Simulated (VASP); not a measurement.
## Al7InAs8: band structure with HSE06

Al7InAs8:

```
CELL_PARAMETERS angstrom
5.73049 -5.73049 0.00000
5.73049 0.00000 5.73049
0.00000 -5.73049 5.73049
ATOMIC_POSITIONS crystal
In 0.50000 0.00000 0.00000
Al 0.50043 0.00043 0.49957
Al 0.50043 0.49957 0.00043
Al 0.50043 0.49957 0.49957
Al 0.99957 0.00043 0.00043
Al 0.99957 0.00043 0.49957
Al 0.99957 0.49957 0.00043
Al 0.00000 0.50000 0.50000
As 0.36974 0.39078 0.86974
As 0.37501 0.37500 0.37500
As 0.36974 0.86974 0.86974
As 0.36974 0.86974 0.39078
As 0.87500 0.37500 0.87501
As 0.87500 0.37500 0.37500
As 0.89078 0.86974 0.86974
As 0.87500 0.87501 0.37500
```

The cell was built by a generator and needn't be a form met in nature.

```
Program                            : VASP 6.6.1
Task                               : band structure
Functional                         : HSE06
Potentials or basis                : VASP PAW PBE potentials, release 64 (In_d, Al, As)
Cutoff                             : 520 eV
k mesh                             : 2 × 2 × 2
Occupations                        : gaussian, width 0.03 eV
Spin                               : no spin polarisation
Grid for exact exchange (PRECFOCK) : Fast
Screening parameter                : 0.2 1/A
Further INCAR settings             : ALGO = Normal; EDIFF = 1e-07; NBANDS = 51
```

```yaml
Pressure: 0.1 GPa
Largest_force: 0.040 eV/Å
Band_gap_on_the_k_mesh: 2.10 eV, direct
Band_gap_along_the_path: 2.10 eV, direct
```

Forces on the atoms (eV/Å):
```
In   0.000  0.000  0.000
Al  -0.040  0.000  0.000
Al   0.000  0.040  0.000
Al   0.000  0.000  0.040
Al   0.000  0.000 -0.040
Al   0.000 -0.040  0.000
Al   0.040  0.000  0.000
Al   0.000  0.000  0.000
As   0.011  0.011  0.011
As   0.006 -0.006 -0.006
As  -0.011  0.011 -0.011
As  -0.011 -0.011  0.011
As  -0.006 -0.006  0.006
As  -0.006  0.006 -0.006
As   0.011 -0.011 -0.011
As   0.006  0.006  0.006
```

Levels at points of the mesh, in eV from the valence-band top:
```tsv
k point	band 33	band 34	band 35	band 36	band 37	band 38	band 39	band 40	band 41	band 42
(0.00, 0.00, 0.00)	-0.82	-0.82	0.00	0.00	0.00	2.10	2.10	2.10	2.49	2.51
(0.50, 0.00, 0.00)	-1.70	-0.68	-0.68	-0.40	-0.40	3.08	3.12	3.14	3.14	3.14
(0.50, 0.50, 0.00)	-1.45	-1.22	-1.02	-0.85	-0.85	3.17	3.25	3.98	3.98	4.07
```

It took 10 min on 4 MPI ranks on Intel(R) Xeon(R) Platinum 8488C (Sapphire Rapids) (shared host), peak memory 0.48 GiB a rank.

Caveat: the k mesh is coarse (spacing up to 0.47 Å⁻¹), so the values aren't converged, least of all with exact exchange; the PAW data sets were made with another functional, which shifts forces and pressure a little; spin-orbit coupling is left out, which moves the levels of the heavy elements.
